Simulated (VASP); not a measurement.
# Sr (Im-3m) in VASP: a series of runs

Runs on Sr. Level: LDA. Tasks: single point.

All numbers are computed with VASP 6.6.1; they aren't measurements. Logs are shortened: lines on timing, memory, paths and dates and some standing lists are left out, and cuts for length are marked.

## Step 1: Starting point

The structure is cubic, space group Im-3m (No. 229). The conventional cell has a = 4.574 Å, b = 4.574 Å, c = 4.574 Å, α = 90.00°, β = 90.00°, γ = 90.00°. Around Sr (site symmetry m-3m) lie 8 Sr at 3.96 Å.

This isn't the form of Sr at room conditions, which is fcc.

## Step 2: Single point, LDA

Contents of INCAR:

```
ALGO = Normal
EDIFF = 1E-6
ENCUT = 520
GGA = CA
ISIF = 2
ISMEAR = -1
LASPH = True
LCHARG = False
LREAL = False
LWAVE = False
NBANDS = 11
NELM = 60
PREC = Accurate
SIGMA = 0.1
```

Contents of KPOINTS:

```
k-points
0
Gamma
  16 16 16
```

Contents of POSCAR:

```
Sr
1.0
   -2.2867621618      2.2867621618      2.2867621618
    2.2867621618     -2.2867621618      2.2867621618
    2.2867621618      2.2867621618     -2.2867621618
Sr
1
Direct
    0.0000000000      0.0000000000      0.0000000000
```

Potentials or basis: VASP PAW LDA potentials, release 64 (Sr_sv).

Command:

```
$ cat potpaw_LDA.64/Sr_sv/POTCAR > POTCAR
$ mpirun -np 1 vasp_std > vasp.out
```

OUTCAR:

```text
EDIFF = 1E-6
   ENCUT = 520
   GGA = CA
   ISIF = 2
   ISMEAR = -1
   LASPH = True
   LREAL = False
   NELM = 60
   PREC = Accurate

 ion  position               nearest neighbor table
   1  0.000  0.000  0.000-

  LATTYP: Found a body centered cubic cell.
 ALAT       =     4.5735243236

  Lattice vectors:

 A1 = (  -2.2867621618,   2.2867621618,   2.2867621618)
 A2 = (   2.2867621618,  -2.2867621618,   2.2867621618)
 A3 = (   2.2867621618,   2.2867621618,  -2.2867621618)

Analysis of symmetry for initial positions (statically):
=====================================================================
 Subroutine PRICEL returns:
 Original cell was already a primitive cell.

 Routine SETGRP: Setting up the symmetry group for a
 body centered cubic supercell.

 Subroutine GETGRP returns: Found 48 space group operations
 (whereof 48 operations were pure point group operations)
 out of a pool of 48 trial point group operations.

The static configuration has the point symmetry O_h .

Analysis of symmetry for dynamics (positions and initial velocities):
=====================================================================
 Subroutine PRICEL returns:
 Original cell was already a primitive cell.

 Routine SETGRP: Setting up the symmetry group for a
 body centered cubic supercell.

 Subroutine GETGRP returns: Found 48 space group operations
 (whereof 48 operations were pure point group operations)
 out of a pool of 48 trial point group operations.

The dynamic configuration has the point symmetry O_h .

 Subroutine INISYM returns: Found 48 space group operations
 (whereof 48 operations are pure point group operations),
 and found     1 'primitive' translations

----------------------------------------------------------------------------------------

                                     Primitive cell

  volume of cell :      47.8325

  direct lattice vectors                    reciprocal lattice vectors
    -2.286762162  2.286762162  2.286762162     0.000000000  0.218649761  0.218649761
     2.286762162 -2.286762162  2.286762162     0.218649761  0.000000000  0.218649761
     2.286762162  2.286762162 -2.286762162     0.218649761  0.218649761  0.000000000

  length of vectors
     3.960788249  3.960788249  3.960788249     0.309217457  0.309217457  0.309217457

  position of ions in fractional coordinates (direct lattice)
     0.000000000  0.000000000  0.000000000

  ion indices of the primitive-cell ions
   primitive index   ion index
                 1           1

----------------------------------------------------------------------------------------

 KPOINTS: k-points

Automatic generation of k-mesh.
 Grid dimensions read from file:
 generate k-points for:   16   16   16

 Generating k-lattice:

  Cartesian coordinates                     Fractional coordinates (reciprocal lattice)
     0.000000000  0.013665610  0.013665610     0.062500000  0.000000000  0.000000000
     0.013665610  0.000000000  0.013665610     0.000000000  0.062500000  0.000000000
     0.013665610  0.013665610  0.000000000     0.000000000  0.000000000  0.062500000

  Length of vectors
     0.019326091  0.019326091  0.019326091

  Shift w.r.t. Gamma in fractional coordinates (k-lattice)
     0.000000000  0.000000000  0.000000000

 Subroutine IBZKPT returns following result:
 ===========================================

 Found    145 irreducible k-points:

 Following reciprocal coordinates:
            Coordinates               Weight
  0.000000  0.000000  0.000000      1.000000
  0.062500  0.000000  0.000000     12.000000
  0.125000  0.000000  0.000000     12.000000
  0.187500  0.000000  0.000000     12.000000
  0.250000  0.000000  0.000000     12.000000
  0.312500  0.000000  0.000000     12.000000
[... 16 lines left out ...]
  0.187500  0.187500  0.000000     24.000000
  0.250000  0.187500  0.000000     48.000000
 [... further k-points ...]
   k-points           NKPTS =    145   k-points in BZ     NKDIM =    145   number of bands    NBANDS=     11
   number of dos      NEDOS =    301   number of ions     NIONS =      1
   total plane-waves  NPLWV =  27000
   dimension x,y,z NGX =    30 NGY =   30 NGZ =   30
   dimension x,y,z NGXF=    60 NGYF=   60 NGZF=   60
   ions per type =               1
   NGX,Y,Z   is equivalent  to a cutoff of  12.59, 12.59, 12.59 a.u.
   NGXF,Y,Z  is equivalent  to a cutoff of  25.18, 25.18, 25.18 a.u.
 SYSTEM =  unknown system
   PREC   = accura    normal or accurate (medium, high low for compatibility)
   ISTART =      0    job   : 0-new  1-cont  2-samecut
   ICHARG =      2    charge: 1-file 2-atom 10-const
   ISPIN  =      1    spin polarized calculation?
   LNONCOLLINEAR =      F non collinear calculations
   LSORBIT =      F    spin-orbit coupling
   LASPH  =      T    aspherical Exc in radial PAW
   ENCUT  =  520.0 eV  38.22 Ry    6.18 a.u.   7.36  7.36  7.36*2*pi/ulx,y,z
   NELM   =     60;   NELMIN=  2; NELMDL= -5     # of ELM steps
   EDIFF  = 0.1E-05   stopping-criterion for ELM
   LREAL  =      F    real-space projection
   EDIFFG = 0.1E-04   stopping-criterion for IOM
   NSW    =      0    number of steps for IOM
   IBRION =     -1    ionic relax: 0-MD 1-quasi-New 2-CG
   NFREE  =      0    steps in history (QN), initial steepest desc. (CG)
   ISIF   =      2    stress and relaxation
   ISYM   =      2    0-nonsym 1-usesym 2-fastsym
   POTIM  = 0.5000    time-step for ionic-motion
   TEBEG  =    0.0;   TEEND  =   0.0 temperature during run
   PSTRESS=    0.0 pullay stress
   NELECT =      10.0000    total number of electrons
   NUPDOWN=      -1.0000    fix difference up-down
   EMIN   =  10.00;   EMAX   =-10.00  energy-range for DOS
   EFERMI =   0.00;   METHOD = LEGACY
   ISMEAR =    -1;   SIGMA  =   0.10  broadening in eV -4-tet -1-fermi 0-gaus
   EFERMI_NEDOS =   21; number of points for ismear=-14 and -15
   IALGO  =     38    algorithm
   IMIX   =      4    mixing-type and parameters
     AMIX     =   0.40;   BMIX     =  1.00
     AMIX_MAG =   1.60;   BMIX_MAG =  1.00
  volume/ion in A,a.u.               =      47.83       322.79
  Fermi-wavevector in a.u.,A,eV,Ry     =   0.971629  1.836113 12.844758  0.944063
  Thomas-Fermi vector in A             =   2.101862
   LORBIT       =      0    0 simple, 1 ext, 2 COOP (PROOUT), +10 PAW based schemes
   GGA     = CA    functional components
   LHFCALC =     F    Hartree Fock is set to
   AEXX    =    0.0000 exact exchange contribution
   IVDW    =     0    specifies the selected vdW correction
   LEPSILON=     F    determine dielectric tensor
   LRPA    =     F    only Hartree local field effects (RPA)
 non-spin polarized calculation
  energy-cutoff  :      520.00
  volume of cell :       47.83
 maximum number of plane-waves:      1312
 NGX is ok and might be reduce to    30
   NGX = 15   NGY = 15   NGZ = 15

 number of electron      10.0000000 magnetization

 Free energy of the ion-electron system (eV)
  ---------------------------------------------------
  ext. energy  EPLUGINS =         0.00000000
  ---------------------------------------------------
  free energy    TOTEN  =        -1.91617117 eV

  energy without entropy =       -1.88076868  energy(sigma->0) =       -1.89846993

 E-fermi :   1.8676     XC(G=0):  -8.0056

 val. band max:        1.8651845256   @ k =  -0.4375  -0.4375   0.2500
 cond. band min:       1.8897764579   @ k =  -0.3750  -0.4375   0.1875
 fundamental gap:      0.0245919323
 Fermi energy:         1.8676362617

 k-point     1 :       0.0000    0.0000    0.0000
  band No.  band energies     occupation
      1     -34.2764      2.00000
      2     -16.2205      2.00000
      3     -16.2205      2.00000
      4     -16.2205      2.00000
      5      -1.9437      2.00000
      6       4.3394      0.00000
      7       4.3394      0.00000
      8       4.3394      0.00000
      9       5.8723      0.00000
     10       5.8723      0.00000
     11      10.5841      0.00000

 k-point     2 :       0.0625    0.0000    0.0000
  band No.  band energies     occupation
      1     -34.2752      2.00000
      2     -16.2337      2.00000
      3     -16.2246      2.00000
      4     -16.2205      2.00000
      5      -1.8663      2.00000
      6       4.2704      0.00000
      7       4.2986      0.00000
      8       4.4157      0.00000
      9       5.7590      0.00000
     10       5.8673      0.00000
     11      10.6713      0.00000

 k-point     3 :       0.1250    0.0000    0.0000
  band No.  band energies     occupation
      1     -34.2719      2.00000
      2     -16.2710      2.00000
      3     -16.2364      2.00000
      4     -16.2207      2.00000
      5      -1.6395      2.00000
      6       4.0873      0.00000
      7       4.1316      0.00000
      8       4.6427      0.00000
      9       5.5701      0.00000
     10       5.8618      0.00000
     11      10.8697      0.00000

 k-point     4 :       0.1875    0.0000    0.0000
  band No.  band energies     occupation
      1     -34.2671      2.00000
      2     -16.3260      2.00000
      3     -16.2540      2.00000
      4     -16.2209      2.00000
      5      -1.2793      2.00000
      6       3.7967      0.00000
      7       3.8429      0.00000
      8       5.0147      0.00000
      9       5.5140      0.00000
     10       5.8782      0.00000
     11      10.9199      0.00000
[... 239 lines left out ...]
 k-point    22 :       0.4375    0.1250    0.0000
  band No.  band energies     occupation
      1     -34.2451      2.00000
      2     -16.5342      2.00000
      3     -16.3434      2.00000
      4     -16.2391      2.00000
      5       1.0096      1.99962
      6       2.3672      0.01344
      7       2.9680      0.00003
      8       5.5689      0.00000
      9       6.4516      0.00000
     10       8.0224      0.00000
     11       8.1119      0.00000

 k-point    23 :       0.1875    0.1875    0.0000
  band No.  band energies     occupation
      1     -34.2542      2.00000
      2     -16.4457      2.00000
      3     -16.2990      2.00000
      4     -16.2440      2.00000
      5      -0.1331      2.00000
      6       2.9529      0.00004
      7       3.2816      0.00000
      8       5.4047      0.00000
      9       6.2326      0.00000
     10       6.3468      0.00000
     11       9.5572      0.00000

 k-point    24 :       0.2500    0.1875    0.0000
  band No.  band energies     occupation
      1     -34.2497      2.00000
      2     -16.4789      2.00000
      3     -16.3265      2.00000
      4     -16.2482      2.00000
      5       0.3947      2.00000
      6       2.6694      0.00066
      7       3.1003      0.00001
      8       5.5242      0.00000
      9       6.3034      0.00000
     10       6.8601      0.00000
     11       8.9025      0.00000

 [... further k-points ...]
[... 5 lines left out ...]
  --------------------------------------------------------------------------------------
  -------------------------------------------------------------------------------------
  Total        0.0035324      0.0035324      0.0035324     -0.0000000      0.0000000     -0.0000000
  in kB        0.1183198      0.1183198      0.1183198     -0.0000000      0.0000000     -0.0000000
  external PRESSURE =       0.1183198 kB  Pullay stress =       0.0000000 kB

 VOLUME and BASIS-vectors are now :
 -----------------------------------------------------------------------------
  energy-cutoff  :      520.00
  volume of cell :       47.83
      direct lattice vectors                 reciprocal lattice vectors
    -2.286762162  2.286762162  2.286762162     0.000000000  0.218649761  0.218649761
     2.286762162 -2.286762162  2.286762162     0.218649761  0.000000000  0.218649761
     2.286762162  2.286762162 -2.286762162     0.218649761  0.218649761  0.000000000

 POSITION                                       TOTAL-FORCE (eV/Angst)
 -----------------------------------------------------------------------------------
      0.00000      0.00000      0.00000         0.000000      0.000000      0.000000
 -----------------------------------------------------------------------------------
    total drift:                               -0.000000     -0.000000      0.000000

  FREE ENERGIE OF THE ION-ELECTRON SYSTEM (eV)
  ---------------------------------------------------
  free  energy   TOTEN  =        -1.9161711728 eV

  energy  without entropy=       -1.8807686839  energy(sigma->0) =       -1.89846993
```

It took 53 s on 1 thread of Intel Xeon Platinum 8375C at 2.90GHz (Ice Lake), shared host; peak memory 0.2 GiB.

What came out:

| Item | Value |
| --- | --- |
| Free energy | -1.9162 eV |
| Pressure | 0.0 GPa |
| Band gap on the k mesh | none (metal or under the smearing width) |

Levels at points of the mesh, in eV from the Fermi level:
| k point | band 2 | band 3 | band 4 | band 5 | band 6 | band 7 | band 8 | band 9 |
| --- | --- | --- | --- | --- | --- | --- | --- | --- |
| (0.00, 0.00, 0.00) | -18.09 | -18.09 | -18.09 | -3.81 | 2.47 | 2.47 | 2.47 | 4.00 |
| (0.50, 0.00, 0.00) | -18.42 | -18.20 | -18.09 | -1.09 | 0.57 | 1.17 | 3.84 | 4.58 |
| (0.50, 0.50, 0.50) | -18.32 | -18.32 | -18.32 | -0.30 | -0.30 | 4.27 | 4.27 | 4.27 |

## Step 3: Single point, LDA

This run uses another cell than the first one, of 51.66 Å³/atom, 1.080 times its volume.

Contents of INCAR:

```
SYSTEM = Sr
ALGO = Fast
EDIFF = 1E-6
ENCUT = 520
GGA = CA
ISIF = 2
ISMEAR = -1
LASPH = .True.
LCHARG = .False.
LREAL = .False.
LWAVE = .False.
NBANDS = 11
NELM = 80
PREC = Accurate
SIGMA = 0.1
```

Contents of KPOINTS:

```
k-points
0
Gamma
  11 11 11
  0 0 0
```

Contents of POSCAR:

```
Sr
1.0
   -2.3461849754      2.3461849754      2.3461849754
    2.3461849754     -2.3461849754      2.3461849754
    2.3461849754      2.3461849754     -2.3461849754
Sr
1
Direct
    0.0000000000      0.0000000000      0.0000000000
```

Potentials or basis: VASP PAW LDA potentials, release 64 (Sr_sv).

Command:

```
$ cat potpaw_LDA.64/Sr_sv/POTCAR > POTCAR
$ mpirun -np 1 vasp_std > vasp.out
```

Run time: 29 s. Hardware: 1 thread of Intel Xeon Platinum 8375C at 2.90GHz (Ice Lake), shared host; peak memory 0.16 GiB.

Results (log left out):

```yaml
Free_energy: -1.9047 eV
Pressure: -0.9 GPa
Band_gap_on_the_k_mesh: none (metal or under the smearing width)
```

Levels at points of the mesh, in eV from the Fermi level:
| k point | band 1 | band 2 | band 3 | band 4 | band 5 | band 6 | band 7 | band 8 | band 9 | band 10 |
| --- | --- | --- | --- | --- | --- | --- | --- | --- | --- | --- |
| (0.00, 0.00, 0.00) | -36.30 | -18.27 | -18.27 | -18.27 | -3.72 | 2.36 | 2.36 | 2.36 | 3.79 | 3.79 |
